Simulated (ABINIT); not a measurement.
Crystal: SiC (Moissanite).

```
CELL_PARAMETERS angstrom
3.07600 0.00000 0.00000
-1.53800 2.66389 0.00000
0.00000 0.00000 5.04800
ATOMIC_POSITIONS crystal
Si 0.66667 0.33333 0.50000
Si 0.33333 0.66667 0.00000
C 0.66667 0.33333 0.88500
C 0.33333 0.66667 0.38500
```

- Program: ABINIT 10.8.3 (patched build)
- Task: relaxation of cell and atoms
- Functional: BLYP
- Dispersion: D3(BJ)
- Potentials or basis: JTH PAW PBE v2.0
- Cutoff: 517 eV
- k mesh: 10 × 10 × 5
- Occupations: fermi-dirac, width 0.05 eV
- Spin: no spin polarisation

At the start: pressure -1.6 GPa; volume 10.34 Å³/atom.

**Question.** Where does the relaxation end?

**Answer.** Over 5 steps the energy falls by 9.9 meV/atom and the volume is 10.25 Å³/atom (-0.9 %); space group P6_3mc (No. 186, to 0.05 Å).

The path:
| step | energy change (eV) | largest force (eV/Å) | pressure (GPa) | volume (Å³) |
| --- | --- | --- | --- | --- |
| 1 | 0.0000 | 0.7657 | -1.60 | 41.36 |
| 2 | -0.0220 | 0.5332 | -0.71 | 41.16 |
| 3 | -0.0391 | 0.0591 | 0.65 | 40.88 |
| 4 | -0.0396 | 0.0102 | 0.16 | 40.97 |
| 5 | -0.0396 | 0.0035 | 0.05 | 40.99 |

Final structure:
```
Si C
1.0
     3.06680    0.00000    0.00000
    -1.53340    2.65593    0.00000
     0.00000    0.00000    5.03290
Si C
2 2
Direct
  0.66667 0.33333 0.50464
  0.33333 0.66667 0.00464
  0.66667 0.33333 0.88036
  0.33333 0.66667 0.38036
```

Caveat: the PAW data sets were made with another functional, which shifts forces and pressure a little.
